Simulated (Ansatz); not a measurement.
# Ge: the cost of one run

Program: Ansatz 0.2.0. Level of theory: DFT PBEsol, scalar-relativistic, plane waves, PAW. These are calculated values, not measurements.

1 further run of the same task is left out (set aside as unsound or not needed).

**1. Starting point**

The structure is cubic, space group Fd-3m (No. 227). The conventional cell has a = 5.658 Å, b = 5.658 Å, c = 5.658 Å, α = 90.00°, β = 90.00°, γ = 90.00°. Around Ge (site symmetry -43m) lie 4 Ge at 2.45 Å.

Coordinates:

```
Ge
1.0
     0.00000    2.82877    2.82877
     2.82877    0.00000    2.82877
     2.82877    2.82877    0.00000
Ge
2
Direct
  0.50000 0.50000 0.50000
  0.75000 0.75000 0.75000
```

The structure comes from the Crystallography Open Database.

**2. A distortion of lower symmetry**

What differs from the listed cell: strain xx, yy, zz, yz, xz, xy = +3.1, +0.1, +0.1, -0.3, +0.6, +0.6 %; atoms moved by 0.06 Å root mean square, at most 0.06 Å.

input.yaml

```yaml
crystal:
  lattice:
    - [0.0340018154, 2.8222921167, 2.8222921167]
    - [2.9340568194, 0.0071002127, 2.8491937194]
    - [2.9340568194, 2.8491937194, 0.0071002127]
  atoms:
    - { symbol: Ge, position: [0.5182663109, 0.494825326, 0.494825326] }
    - { symbol: Ge, position: [0.7317336891, 0.755174674, 0.755174674] }
basis:
  ecutwfc: 420
kpoints:
  mp_grid: { grid: [12, 12, 12] }
hamiltonian:
  xc: pbesol
scf:
  occupations: { method: gaussian, width: 0.1 }
output:
  forces: true
  stress: true
  eigenvalues: true
```

On the command line:

```sh
ansatz run input.yaml --threads 1 --pin off --max-ram 1331MiB --backend cpu --events-out ev --progress --plain --runs-dir out
```

**Question.** How long does this run take on 1 thread of an x86-64 CPU, shared host, and how much memory does it need?

About 49 s, with a peak of 0.59 GiB.
